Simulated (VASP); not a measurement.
# BP (F-43m) in VASP: settings compared

The runs below take BP through dielectric tensor, elastic constants, with LDA, r2SCAN.

All numbers are computed with VASP 6.6.1; they aren't measurements. Logs are shortened: lines on timing, memory, paths and dates and some standing lists are left out, and cuts for length are marked.

## Step 1: Starting point

Symmetry: F-43m, No. 216, cubic system. Conventional cell: a = 4.538 Å, b = 4.538 Å, c = 4.538 Å, α = 90.00°, β = 90.00°, γ = 90.00°. P (site symmetry -43m) has 4 B at 1.97 Å as nearest neighbours. B (site symmetry -43m) is surrounded by 4 P at 1.97 Å.

## Step 2: Dielectric tensor, LDA

INCAR

```
  PREC = Accurate
  ENCUT = 300
  EDIFF = 1E-8
  ISMEAR = 0
  SIGMA = 0.01
  LREAL = False
  LASPH = True
  NELM = 100
  ALGO = Normal
  ISIF = 2
  LWAVE = False
  LCHARG = False
  LEPSILON = True
```

KPOINTS

```
Automatic mesh
0
Gamma
  10 10 10
```

POSCAR

```
BP
1.0
    0.0000000000      2.2690000000      2.2690000000
    2.2690000000      0.0000000000      2.2690000000
    2.2690000000      2.2690000000      0.0000000000
P B
1 1
Direct
    0.7500000000      0.7500000000      0.7500000000
    0.0000000000      0.0000000000      0.0000000000
```

Potentials or basis: VASP PAW LDA potentials, release 64 (P, B).

The run is started by

```sh
$ cat potpaw_LDA.64/P/POTCAR potpaw_LDA.64/B/POTCAR > POTCAR
$ mpirun -np 1 vasp_std > vasp.out
```

OUTCAR:

```text
PREC = Accurate
   ENCUT = 300
   EDIFF = 1E-8
   ISMEAR = 0
   LREAL = False
   LASPH = True
   NELM = 100
   ISIF = 2
   LEPSILON = True

 Found     47 irreducible k-points:

 Following reciprocal coordinates:
            Coordinates               Weight
  0.000000  0.000000  0.000000      1.000000
  0.100000  0.000000  0.000000      8.000000
  0.200000  0.000000  0.000000      8.000000
  0.300000  0.000000  0.000000      8.000000
  0.400000  0.000000  0.000000      8.000000
  0.500000  0.000000  0.000000      4.000000
   k-points           NKPTS =     47   k-points in BZ     NKDIM =     47   number of bands    NBANDS=      8
   number of dos      NEDOS =    301   number of ions     NIONS =      2
   total plane-waves  NPLWV =   5832
   dimension x,y,z NGX =    18 NGY =   18 NGZ =   18
   dimension x,y,z NGXF=    36 NGYF=   36 NGZF=   36
   ions per type =               1   1
   NGX,Y,Z   is equivalent  to a cutoff of   9.33,  9.33,  9.33 a.u.
   NGXF,Y,Z  is equivalent  to a cutoff of  18.65, 18.65, 18.65 a.u.
 SYSTEM =  unknown system
   PREC   = accura    normal or accurate (medium, high low for compatibility)
   ISTART =      0    job   : 0-new  1-cont  2-samecut
   ICHARG =      2    charge: 1-file 2-atom 10-const
   ISPIN  =      1    spin polarized calculation?
   LNONCOLLINEAR =      F non collinear calculations
   LSORBIT =      F    spin-orbit coupling
   LASPH  =      T    aspherical Exc in radial PAW
   ENCUT  =  300.0 eV  22.05 Ry    4.70 a.u.   4.53  4.53  4.53*2*pi/ulx,y,z
   NELM   =    100;   NELMIN=  2; NELMDL= -5     # of ELM steps
   EDIFF  = 0.1E-07   stopping-criterion for ELM
   LREAL  =      F    real-space projection
   EDIFFG = 0.1E-06   stopping-criterion for IOM
   NSW    =      0    number of steps for IOM
   IBRION =     -1    ionic relax: 0-MD 1-quasi-New 2-CG
   NFREE  =      0    steps in history (QN), initial steepest desc. (CG)
   ISIF   =      2    stress and relaxation
   ISYM   =      2    0-nonsym 1-usesym 2-fastsym
   POTIM  = 0.5000    time-step for ionic-motion
   TEBEG  =    0.0;   TEEND  =   0.0 temperature during run
   PSTRESS=    0.0 pullay stress
   NELECT =       8.0000    total number of electrons
   NUPDOWN=      -1.0000    fix difference up-down
   EMIN   =  10.00;   EMAX   =-10.00  energy-range for DOS
   EFERMI =   0.00;   METHOD = LEGACY
   ISMEAR =     0;   SIGMA  =   0.01  broadening in eV -4-tet -1-fermi 0-gaus
   EFERMI_NEDOS =   21; number of points for ismear=-14 and -15
   IALGO  =     38    algorithm
   IMIX   =      4    mixing-type and parameters
     AMIX     =   0.40;   BMIX     =  1.00
     AMIX_MAG =   1.60;   BMIX_MAG =  1.00
  volume/ion in A,a.u.               =      11.68        78.83
[... 114 lines left out ...]
      3.40350      3.40350      3.40350         0.000000      0.000000      0.000000
      0.00000      0.00000      0.00000        -0.000000     -0.000000     -0.000000
 -----------------------------------------------------------------------------------
    total drift:                                0.000001      0.000001      0.000001

  FREE ENERGIE OF THE ION-ELECTRON SYSTEM (eV)
  ---------------------------------------------------
  free  energy   TOTEN  =       -14.3685431574 eV

  energy  without entropy=      -14.3685431574  energy(sigma->0) =      -14.36854316

 HEAD OF MICROSCOPIC STATIC DIELECTRIC TENSOR (INDEPENDENT PARTICLE, excluding Hartree and local field effects)
 ------------------------------------------------------
           9.740365     0.000000    -0.000000
          -0.000000     9.740365    -0.000000
           0.000000    -0.000000     9.740365
 ------------------------------------------------------

 Free energy of the ion-electron system (eV)
  ---------------------------------------------------
  ---------------------------------------------------
  free energy    TOTEN  =        -0.56532227 eV

  energy without entropy =       -0.56532227

------------------------ aborting loop because EDIFF is reached ----------------------------------------

--------------------------------------- Ionic step        2  -------------------------------------------

------------------------ aborting loop because EDIFF is reached ----------------------------------------

--------------------------------------- Ionic step        3  -------------------------------------------

 Free energy of the ion-electron system (eV)
  ---------------------------------------------------
  ---------------------------------------------------
  free energy    TOTEN  =        -0.56532252 eV

  energy without entropy =       -0.56532252

------------------------ aborting loop because EDIFF is reached ----------------------------------------

 PIEZOELECTRIC TENSOR FIELD DIRECTION 3  (e Angst)
 -----------------------------------------------------------------------------
    -0.00057 -0.15640  0.00000           ( -0.00000 -0.07735  0.00000)
    -0.15640 -0.00057  0.00000           ( -0.07735 -0.00000  0.00000)
     0.00000  0.00000  0.00011           (  0.00000  0.00000 -0.00000)

 PIEZOELECTRIC TENSOR FIELD DIRECTION 3  (C/m^2)
 -----------------------------------------------------------------------------
    -0.00039 -0.10725  0.00000
    -0.10725 -0.00039  0.00000
     0.00000  0.00000  0.00007

 MACROSCOPIC STATIC DIELECTRIC TENSOR (including local field effects in DFT)
 ------------------------------------------------------
           9.285182    -0.000000     0.000000
          -0.000000     9.285182    -0.000000
           0.000000     0.000000     9.285182
 ------------------------------------------------------

 PIEZOELECTRIC TENSOR (including local field effects)  for field in x, y, z        (e  Angst)
          XX          YY          ZZ          XY          YZ          ZX
  --------------------------------------------------------------------------------
  x    -0.00000    -0.00000    -0.00000     0.00000    -0.15223     0.00000
  y     0.00000     0.00000     0.00000     0.00000     0.00000    -0.15223
  z     0.00000    -0.00000     0.00000    -0.15223     0.00000     0.00000

 PIEZOELECTRIC TENSOR (including local field effects)  for field in x, y, z        (C/m^2)
          XX          YY          ZZ          XY          YZ          ZX
  --------------------------------------------------------------------------------
  x    -0.00000    -0.00000    -0.00000     0.00000    -0.10439     0.00000
  y     0.00000     0.00000     0.00000     0.00000     0.00000    -0.10439
  z     0.00000    -0.00000     0.00000    -0.10439     0.00000     0.00000

 BORN EFFECTIVE CHARGES (including local field effects) (in |e|, cummulative output)
 ---------------------------------------------------------------------------------
 ion    1
    1     0.51162     0.00000     0.00000
    2     0.00000     0.51162     0.00000
    3     0.00000     0.00000     0.51162
 ion    2
    1    -0.51162     0.00000     0.00000
    2     0.00000    -0.51162     0.00000
    3     0.00000     0.00000    -0.51162
```

OSZICAR:

```text
N       E                     dE             d eps       ncg     rms          rms(c)
DAV:   1     0.869956716170E+00    0.86996E+00   -0.30428E+03   776   0.580E+02
DAV:   2    -0.150282134447E+02   -0.15898E+02   -0.15522E+02  1200   0.822E+01
DAV:   3    -0.151869386722E+02   -0.15873E+00   -0.15873E+00   872   0.111E+01
[... 11 lines left out ...]
RMM:   5    -0.565159152579E+00   -0.42025E-02   -0.24669E-04  4446   0.123E-01    0.136E-02
RMM:   6    -0.565275777990E+00   -0.11663E-03   -0.33410E-06  4631   0.152E-02    0.738E-03
RMM:   7    -0.565308387466E+00   -0.32609E-04   -0.34374E-07  4639   0.341E-03    0.374E-04
RMM:   8    -0.565322477087E+00   -0.14090E-04   -0.46850E-08  4818   0.427E-04    0.162E-04
RMM:   9    -0.565322793681E+00   -0.31659E-06   -0.58594E-09  4651   0.236E-04    0.362E-05
RMM:  10    -0.565322815047E+00   -0.21366E-07   -0.17641E-08  2532   0.374E-05    0.108E-05
RMM:  11    -0.565322518666E+00    0.29638E-06   -0.13072E-08  1674   0.416E-05    0.850E-07
```

stdout:

```text
POSCAR found type information on POSCAR P B
 POSCAR found :  2 types and       2 ions
 scaLAPACK will be used
 LDA part: xc-table for (Slater(with rela. corr.)+CA(PZ))
 , standard interpolation
 POSCAR, INCAR and KPOINTS ok, starting setup
 FFT: planning ... GRIDC
 FFT: planning ... GRID_SOFT
 FFT: planning ... GRID
 WAVECAR not read
 entering main loop
 Linear response reoptimize wavefunctions to high precision
 Linear response G [H, r] |phi>, progress :
  Direction:   1
 Linear response G [H, r] |phi>, progress :
  Direction:   2
 Linear response G [H, r] |phi>, progress :
  Direction:   3
 Linear response to external field (no local field effect), progress :
  Direction:   1
 dielectric tensor                  component  1 :    11.951     5.891     1.222
 Linear response to external field (no local field effect), progress :
  Direction:   2
 dielectric tensor                  component  2 :     5.892    11.856    -1.437
 Linear response to external field (no local field effect), progress :
  Direction:   3
 dielectric tensor                  component  3 :     1.220    -1.437     5.413
 Linear response to external field, progress :
  Direction:   1
 dielectric tensor                  component  1 :     9.285     2.273     1.429
 Linear response to external field, progress :
  Direction:   2
 dielectric tensor                  component  2 :     2.009     9.285     1.346
 Linear response to external field, progress :
  Direction:   3
 dielectric tensor                  component  3 :     1.621     2.082     9.285
 Born effective charges drift removed
```

Wall time 23 s (1 thread of Intel Xeon 6975P-C (Granite Rapids), shared host); peak memory 0.14 GiB.

The run converged, but a check on its numbers failed (symmetry, net force, bounds or a known fault of this set-up), so they aren't taken as properties of the crystal.

Caveat: the cutoff lies under the usual one of these potentials, so the numbers hold a large basis-set error.

## Step 3: Dielectric tensor, LDA

INCAR: that of step 2 with these lines changed.

```diff
@@ -1,3 +1,3 @@
   PREC = Accurate
-  ENCUT = 300
+  ENCUT = 350
   EDIFF = 1E-8
```

KPOINTS is that of step 2.

POSCAR is that of step 2.

Potentials or basis: VASP PAW LDA potentials, release 64 (P, B).

The run is started by

```sh
$ cat potpaw_LDA.64/P/POTCAR potpaw_LDA.64/B/POTCAR > POTCAR
$ mpirun -np 1 vasp_std > vasp.out
```

OUTCAR:

```text
PREC = Accurate
   ENCUT = 350
   EDIFF = 1E-8
   ISMEAR = 0
   LREAL = False
   LASPH = True
   NELM = 100
   ISIF = 2
   LEPSILON = True

 Found     47 irreducible k-points:

 Following reciprocal coordinates:
            Coordinates               Weight
  0.000000  0.000000  0.000000      1.000000
  0.100000  0.000000  0.000000      8.000000
  0.200000  0.000000  0.000000      8.000000
  0.300000  0.000000  0.000000      8.000000
  0.400000  0.000000  0.000000      8.000000
  0.500000  0.000000  0.000000      4.000000
   k-points           NKPTS =     47   k-points in BZ     NKDIM =     47   number of bands    NBANDS=      8
   number of dos      NEDOS =    301   number of ions     NIONS =      2
   total plane-waves  NPLWV =   8000
   dimension x,y,z NGX =    20 NGY =   20 NGZ =   20
   dimension x,y,z NGXF=    40 NGYF=   40 NGZF=   40
   ions per type =               1   1
   NGX,Y,Z   is equivalent  to a cutoff of  10.36, 10.36, 10.36 a.u.
   NGXF,Y,Z  is equivalent  to a cutoff of  20.72, 20.72, 20.72 a.u.
 SYSTEM =  unknown system
   PREC   = accura    normal or accurate (medium, high low for compatibility)
   ISTART =      0    job   : 0-new  1-cont  2-samecut
   ICHARG =      2    charge: 1-file 2-atom 10-const
   ISPIN  =      1    spin polarized calculation?
   LNONCOLLINEAR =      F non collinear calculations
   LSORBIT =      F    spin-orbit coupling
   LASPH  =      T    aspherical Exc in radial PAW
   ENCUT  =  350.0 eV  25.72 Ry    5.07 a.u.   4.89  4.89  4.89*2*pi/ulx,y,z
   NELM   =    100;   NELMIN=  2; NELMDL= -5     # of ELM steps
   EDIFF  = 0.1E-07   stopping-criterion for ELM
   LREAL  =      F    real-space projection
   EDIFFG = 0.1E-06   stopping-criterion for IOM
   NSW    =      0    number of steps for IOM
   IBRION =     -1    ionic relax: 0-MD 1-quasi-New 2-CG
   NFREE  =      0    steps in history (QN), initial steepest desc. (CG)
   ISIF   =      2    stress and relaxation
   ISYM   =      2    0-nonsym 1-usesym 2-fastsym
   POTIM  = 0.5000    time-step for ionic-motion
   TEBEG  =    0.0;   TEEND  =   0.0 temperature during run
   PSTRESS=    0.0 pullay stress
   NELECT =       8.0000    total number of electrons
   NUPDOWN=      -1.0000    fix difference up-down
   EMIN   =  10.00;   EMAX   =-10.00  energy-range for DOS
   EFERMI =   0.00;   METHOD = LEGACY
   ISMEAR =     0;   SIGMA  =   0.01  broadening in eV -4-tet -1-fermi 0-gaus
   EFERMI_NEDOS =   21; number of points for ismear=-14 and -15
   IALGO  =     38    algorithm
   IMIX   =      4    mixing-type and parameters
     AMIX     =   0.40;   BMIX     =  1.00
     AMIX_MAG =   1.60;   BMIX_MAG =  1.00
  volume/ion in A,a.u.               =      11.68        78.83
  Fermi-wavevector in a.u.,A,eV,Ry     =   1.145320  2.164342 17.847562  1.311759
  Thomas-Fermi vector in A             =   2.282009
   LORBIT       =      0    0 simple, 1 ext, 2 COOP (PROOUT), +10 PAW based schemes
   GGA     = CA    functional components
   LHFCALC =     F    Hartree Fock is set to
   AEXX    =    0.0000 exact exchange contribution
   IVDW    =     0    specifies the selected vdW correction
   LEPSILON=     T    determine dielectric tensor
   LRPA    =     F    only Hartree local field effects (RPA)
 non-spin polarized calculation
 Gauss-broadening in eV      SIGMA  =   0.01
  energy-cutoff  :      350.00
  volume of cell :       23.36
 maximum number of plane-waves:       360
[... 81 lines left out ...]
  FORCE on cell =-STRESS in cart. coord.  units (eV):
  Direction    XX          YY          ZZ          XY          YZ          ZX
  --------------------------------------------------------------------------------------
  -------------------------------------------------------------------------------------
  Total       -0.8090245     -0.8090245     -0.8090245      0.0000000      0.0000000      0.0000000
  in kB      -55.4802995    -55.4802995    -55.4802995      0.0000000      0.0000000      0.0000000
  external PRESSURE =     -55.4802995 kB  Pullay stress =       0.0000000 kB

 VOLUME and BASIS-vectors are now :
 -----------------------------------------------------------------------------
  energy-cutoff  :      350.00
  volume of cell :       23.36
      direct lattice vectors                 reciprocal lattice vectors
     0.000000000  2.269000000  2.269000000    -0.220361393  0.220361393  0.220361393
     2.269000000  0.000000000  2.269000000     0.220361393 -0.220361393  0.220361393
     2.269000000  2.269000000  0.000000000     0.220361393  0.220361393 -0.220361393

 POSITION                                       TOTAL-FORCE (eV/Angst)
 -----------------------------------------------------------------------------------
      3.40350      3.40350      3.40350         0.000000      0.000000      0.000000
      0.00000      0.00000      0.00000        -0.000000     -0.000000     -0.000000
 -----------------------------------------------------------------------------------
    total drift:                               -0.000000     -0.000000     -0.000000

  FREE ENERGIE OF THE ION-ELECTRON SYSTEM (eV)
  ---------------------------------------------------
  free  energy   TOTEN  =       -14.3839828353 eV

  energy  without entropy=      -14.3839828353  energy(sigma->0) =      -14.38398284

 HEAD OF MICROSCOPIC STATIC DIELECTRIC TENSOR (INDEPENDENT PARTICLE, excluding Hartree and local field effects)
 ------------------------------------------------------
           9.746662    -0.000000    -0.000000
           0.000000     9.746662     0.000000
           0.000000     0.000000     9.746662
 ------------------------------------------------------

 Free energy of the ion-electron system (eV)
  ---------------------------------------------------
  ---------------------------------------------------
  free energy    TOTEN  =        -0.56591528 eV

  energy without entropy =       -0.56591528

------------------------ aborting loop because EDIFF is reached ----------------------------------------

--------------------------------------- Ionic step        2  -------------------------------------------

------------------------ aborting loop because EDIFF is reached ----------------------------------------

--------------------------------------- Ionic step        3  -------------------------------------------

 Free energy of the ion-electron system (eV)
  ---------------------------------------------------
  ---------------------------------------------------
  free energy    TOTEN  =        -0.56591554 eV

  energy without entropy =       -0.56591554

------------------------ aborting loop because EDIFF is reached ----------------------------------------

 PIEZOELECTRIC TENSOR FIELD DIRECTION 3  (e Angst)
 -----------------------------------------------------------------------------
    -0.00058 -0.17159  0.00000           ( -0.00000 -0.07755  0.00000)
    -0.17159 -0.00058  0.00000           ( -0.07755 -0.00000  0.00000)
     0.00000  0.00000  0.00010           (  0.00000  0.00000 -0.00000)

 PIEZOELECTRIC TENSOR FIELD DIRECTION 3  (C/m^2)
 -----------------------------------------------------------------------------
    -0.00040 -0.11767  0.00000
    -0.11767 -0.00040  0.00000
     0.00000  0.00000  0.00007

 MACROSCOPIC STATIC DIELECTRIC TENSOR (including local field effects in DFT)
 ------------------------------------------------------
           9.291318    -0.000000     0.000000
          -0.000000     9.291318     0.000000
          -0.000000     0.000000     9.291318
 ------------------------------------------------------

 PIEZOELECTRIC TENSOR (including local field effects)  for field in x, y, z        (e  Angst)
          XX          YY          ZZ          XY          YZ          ZX
  --------------------------------------------------------------------------------
  x     0.00000    -0.00000    -0.00000     0.00000    -0.16738     0.00000
  y     0.00000     0.00000     0.00000    -0.00000     0.00000    -0.16738
  z    -0.00000    -0.00000     0.00000    -0.16738    -0.00000     0.00000

 PIEZOELECTRIC TENSOR (including local field effects)  for field in x, y, z        (C/m^2)
          XX          YY          ZZ          XY          YZ          ZX
  --------------------------------------------------------------------------------
  x     0.00000    -0.00000    -0.00000     0.00000    -0.11478     0.00000
  y     0.00000     0.00000     0.00000    -0.00000     0.00000    -0.11478
  z    -0.00000    -0.00000     0.00000    -0.11478    -0.00000     0.00000

 BORN EFFECTIVE CHARGES (including local field effects) (in |e|, cummulative output)
 ---------------------------------------------------------------------------------
 ion    1
    1     0.51862    -0.00000     0.00000
    2     0.00000     0.51862    -0.00000
    3    -0.00000     0.00000     0.51862
 ion    2
    1    -0.51862     0.00000     0.00000
    2    -0.00000    -0.51862     0.00000
    3     0.00000    -0.00000    -0.51862
```

OSZICAR:

```text
N       E                     dE             d eps       ncg     rms          rms(c)
DAV:   1     0.173341362372E+01    0.17334E+01   -0.32352E+03   768   0.653E+02
DAV:   2    -0.150472645148E+02   -0.16781E+02   -0.16219E+02  1208   0.893E+01
DAV:   3    -0.152074849150E+02   -0.16022E+00   -0.16022E+00   904   0.117E+01
[... 12 lines left out ...]
RMM:   6    -0.565868611244E+00   -0.11542E-03   -0.33975E-06  4636   0.160E-02    0.742E-03
RMM:   7    -0.565900864021E+00   -0.32253E-04   -0.37271E-07  4642   0.351E-03    0.373E-04
RMM:   8    -0.565915523678E+00   -0.14660E-04   -0.43905E-08  4821   0.452E-04    0.164E-04
RMM:   9    -0.565915757552E+00   -0.23387E-06    0.11136E-08  4690   0.237E-04    0.368E-05
RMM:  10    -0.565915844492E+00   -0.86940E-07   -0.10996E-08  2525   0.383E-05    0.106E-05
RMM:  11    -0.565915538784E+00    0.30571E-06    0.10140E-08  1707   0.419E-05    0.975E-07
```

It took 29 s on 1 thread of Intel Xeon 6975P-C (Granite Rapids), shared host; peak memory 0.15 GiB.

These settings aren't checked as converged: the numbers below hold their error.

Results:

| Item | Value |
| --- | --- |
| Band gap on the k mesh | 1.19 eV, indirect (least direct gap 3.38 eV) |
| Electronic dielectric tensor (diagonal) | 9.29 |
| Born charges (mean of the diagonal) | P +0.52; B -0.52 e |

Caveat: the cutoff is under 1.25 times the usual one of these potentials, so pressure, stress and relaxed cells hold a basis-set (Pulay) error.

(Continued in part 2 of 2.)
